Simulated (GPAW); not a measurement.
# linear Co chain, spacing 2.185 A: which magnetic order is lowest, part 2 of 2

A self-consistent run ends on one state, which hangs on the start. Several orders of linear Co chain, spacing 2.185 A are started in GPAW and their energies compared.

GPAW 26.7.0; LDA; plane waves with GPAW's PAW setups, scalar-relativistic.

So far. Step 2 (Order 1, typed as ferro +): After 40 cycles the largest moment stands at 2.05 μB. Step 3 (Start 2: antiferro q=(0,0,1/2) +-): A smaller mixing step or another start is the usual next try.

### Step 4. Start 3: no spin polarisation

A run without seeds gives the energy of the state without moments.

Contents of nospin.py:

```python
import json
import numpy as np
from ase import Atoms
from ase.parallel import paropen, parprint
from gpaw import GPAW

atoms = Atoms(['Co'],
    cell=[[12.0, 0.0, 0.0],
         [0.0, 12.0, 0.0],
         [0.0, 0.0, 2.185]],
    scaled_positions=[[0.5, 0.5, 0.0]],
    pbc=True)
atoms.calc = GPAW(mode={'name': 'pw', 'ecut': 550},
    xc='LDA',
    kpts={'size': (1, 1, 12), 'gamma': True},
    occupations={'name': 'fermi-dirac', 'width': 0.05},
    convergence={'density': 1e-05, 'energy': 1e-05},
    maxiter=200,
    mixer={'name': 'pulay', 'beta': 0.05, 'nmaxold': 3, 'weight': 100},
    eigensolver='rmm-diis',
    symmetry={'tolerance': 1e-4},
    txt='nospin.txt')
e = atoms.get_potential_energy(force_consistent=True)
res = {'free_energy': e, 'energy_sigma0': atoms.get_potential_energy(), 'fermi_energy': atoms.calc.get_fermi_level()}
parprint(f'free energy: {e:.6f} eV')
atoms.calc.write('nospin.gpw')
with paropen('results.json', 'w') as f:
    json.dump(res, f)
```

On the command line:

```console
> OMP_NUM_THREADS=1 python3 nospin.py > nospin.log
```

Numbers of over 12 decimals in the logs are rounded to 6 here.

Output:

```text
free energy: -4.998581 eV

--- nospin.txt ---
Input parameters:
  mode=PW(ecut=550),
  convergence={'density': 1e-05, 'energy': 1e-05},
  eigensolver=RMMDIIS(niter=1, diis_steps=1, max_buffer_mem=209715200, trial_step=None),
  kpts=MonkhorstPack(size=(1, 1, 12), gamma=True),
  maxiter=200,
  mixer=Pulay(name='pulay', nmaxold=3, beta=0.05, weight=100, sigma=0.015, g_ss=None),
[...]
|------------|---------------|-----------|
|          0 |        -8.778 |     2.000 |
|          1 |        -6.158 |     2.000 |
|          2 |        -5.513 |     2.000 |
|          3 |        -5.513 |     2.000 |
|          4 |        -4.372 |     0.000 |
|          5 |        -4.372 |     0.000 |
|          6 |        -2.274 |     0.000 |
|          7 |        -2.274 |     0.000 |
|          8 |        24.292 |     0.000 |

No gap
No difference between direct/indirect transitions


[key lines of the parts left out:]
Free energy:      -4.998581
Converged in 45 steps
dipole moment: (-0.000005, -0.000005, -5.867810)  # |e|*Ang
Fermi level: -4.876
```

The job ended after 15 s (1 MPI rank of AMD EPYC 7B13 (Zen 3), shared host; peak memory 0.19 GiB).

Read from the output:

```yaml
final_state: non-magnetic (no spin polarisation)
```

It lies 486 meV a seeded atom over the first start.

### Step 5. An attempt with other settings

An input with a fault is tried, to see how the program answers.

Contents of run.py:

```python
import json
import numpy as np
from ase import Atoms
from ase.parallel import paropen, parprint
from gpaw import GPAW

atoms = Atoms(['Co'],
    cell=[[12.0, 0.0, 0.0],
         [0.0, 12.0, 0.0],
         [0.0, 0.0, 2.185]],
    scaled_positions=[[0.5, 0.5, 0.0]],
    pbc=True,
    magmoms=[2.0])
atoms.calc = GPAW(mode={'name': 'pw', 'ecut': 550},
    xc='LDA',
    kpts={'size': (1, 1, 12), 'gamma': True},
    occupations={'name': 'fermi-dirac', 'width': 0.05},
    convergence={'density': 1e-05, 'energy': 1e-05},
    maxiter=75,
    mixer={'name': 'pulay', 'beta': 0.002, 'nmaxold': 1, 'weight': 100},
    eigensolver='rmm-diis',
    symmetry={'tolerance': 1e-4},
    txt='run.txt')
e = atoms.get_potential_energy(force_consistent=True)
res = {'free_energy': e, 'energy_sigma0': atoms.get_potential_energy(), 'fermi_energy': atoms.calc.get_fermi_level()}
res['moments'] = atoms.get_magnetic_moments().tolist()
res['total'] = atoms.get_magnetic_moment()
parprint('site moments (muB):', np.round(res['moments'], 3))
parprint(f"total moment: {res['total']:.3f} muB")
parprint(f'free energy: {e:.6f} eV')
atoms.calc.write('run.gpw')
with paropen('results.json', 'w') as f:
    json.dump(res, f)
```

On the command line:

```console
> OMP_NUM_THREADS=1 python3 run.py > run.log
```

Output:

```text
gpaw.KohnShamConvergenceError

--- run.txt ---
Input parameters:
  mode=PW(ecut=550),
  convergence={'density': 1e-05, 'energy': 1e-05},
  eigensolver=RMMDIIS(niter=1, diis_steps=1, max_buffer_mem=209715200, trial_step=None),
  kpts=MonkhorstPack(size=(1, 1, 12), gamma=True),
  maxiter=75,
  mixer=Pulay(name='pulay', nmaxold=1, beta=0.002, weight=100, sigma=0.015, g_ss=None),
  occupations=Occupations(name='fermi-dirac', width=0.05),
  symmetry=Symmetry(tolerance=0.0001),
  xc=XC(name='LDA')

Diagonalizing LCAO Hamiltonian
Converting LCAO to pw mode
        .----------------------------.
       /|                            |
      / |                            |
     /  .----------------------------.
    /  /                            /
   /  /                            /
  /  /                            /
 *  /              Co            /
 | /                            /
 |/                            /
 *----------------------------*

Atoms  # Å, Bohr magnetons
|   | symbol |        x |        y |        z |    initial magnetic moments |
|---|--------|----------|----------|----------|-----------------------------|
| 0 |     Co | 6.000000 | 6.000000 | 0.000000 | ( 0.0000,  0.0000,  2.0000) |

Number of symmetries: 16

BZ-sampling:
  Number of BZ points: 12
  Number of IBZ points: 7

  Monkhorst-Pack size: [1, 1, 12]
  Monkhorst-Pack shift: [0.0, 0.0, 0.041667]

Plane wave coefficients: 9280
Cutoff: 550.0 eV

Spin-components: 2 (collinear spins)
Bands:           9
Projectors:      6
Spin-degeneracy: 1
Datatype:        complex128

Parallelization:
  kpt:    1
  domain: 1
  band:   1

Density:
  Valence electrons: 9.0
  Components: 2
  Grid points: [70 70 12]
  Charge: 0.0  # |e|

Potential:
  Grid points: [70 70 12]

[... setups left out ...]
Reference energy: -37838.266704  # eV

convergence criteria:
- Maximum integral of absolute [dens]ity change: 1e-05 electrons / valence electron
- Maximum [total energy] change in last 3 cyles: 1e-05 eV / valence electron
- Maximum integral of absolute [eigenst]ate change: 4e-08 eV^2 / valence electron
maximum number of iterations: 75

SCF iterations
|iter     |      energy | eigst |  dens |  magmom |
|---------|-------------|-------|-------|---------|
|iter:   1|       0s |   -5.934641 | +0.67 |       |  +2.0028|
|iter:   2|       0s |   -6.225485 | -0.43 | -0.69 |  +2.0024|
|iter:   3|       1s |   -6.265630 | -1.07 | -0.71 |  +2.0021|
|iter:   4|       1s |   -6.251197 | -1.98 | -0.72 |  +2.0018|
|iter:   5|       2s |   -6.235301 | -2.20 | -0.72 |  +2.0014|
|iter:   6|       3s |   -6.218353 | -2.49 | -0.73 |  +2.0011|
[...]
[... 55 iterations left out ...]
[...]
|iter:  72|      38s |   -5.661078 | -3.87 | -0.98 |  +2.0003|
|iter:  73|      39s |   -5.658218 | -3.88 | -0.98 |  +2.0006|
|iter:  74|      39s |   -5.655400 | -3.89 | -0.98 |  +2.0010|
|iter:  75|      40s |   -5.652623 | -3.90 | -0.98 |  +2.0013|
```

Run time: 44 s. Hardware: 1 MPI rank; peak memory 0.22 GiB.

The run stopped without converging, so none of its numbers is a property of the system.

The fault put into the input: mixing far too weak.

Each cycle moves so little that the limit comes first; a larger step or a mixer with history is the cure.

### Step 6. Energies of the orders

These are free energies at a smearing of 0.05 eV, so its entropy term is in the differences. They are divided by the number of seeded atoms, so that cells of unlike size compare. Wavevectors q in the names are fractions of the reciprocal vectors of the first run's cell.

Orders:

| start | final state | typed order kept | energy over the lowest (meV a seeded atom) | largest site moment (μB) | net moment (μB a primitive cell) | mesh matched | CPU time (s) |
| --- | --- | --- | --- | --- | --- | --- | --- |
| ferro + | ferromagnetic | yes | 0 | 2.049 | 2.167 | yes | 25.18 |
| no spin polarisation | non-magnetic | - | 486.4 | 0 | 0 | yes | 14.75 |

### Step 7. What came out

| Item | Value |
| --- | --- |
| lower run | with moments |
| largest site moment | 2.05 μB |
| next state | non-magnetic, 486 meV a seeded atom higher |
| energy gained by spin polarisation | 486 meV a seeded atom |

No opposed order could be compared. The parallel start holds moments up to 2.05 μB. 1 start gave no converged result and is missing from the ranking; where cut off, the energy had nearly settled, +440.1 meV a seeded atom from the lowest. No antiferromagnetic order was obtained, so the session says nothing on how the moments order.

[Logs and program files are shortened in this print: banners, set-up blocks, solver, clock and traceback lines can be left out without a mark of their own.]

[Logs are printed without paths, hosts, clocks, repeated set-up lines and the standing remarks that a program may print on its own settings, such as how far it seeks lower states.]

[Hosts, paths, dates, database ids (printed as entryN), source tags and the programs' standing remarks are cut or masked in the printed files.]

[Where a cell is said to come from a database of computed structures, the database is the Materials Project.]
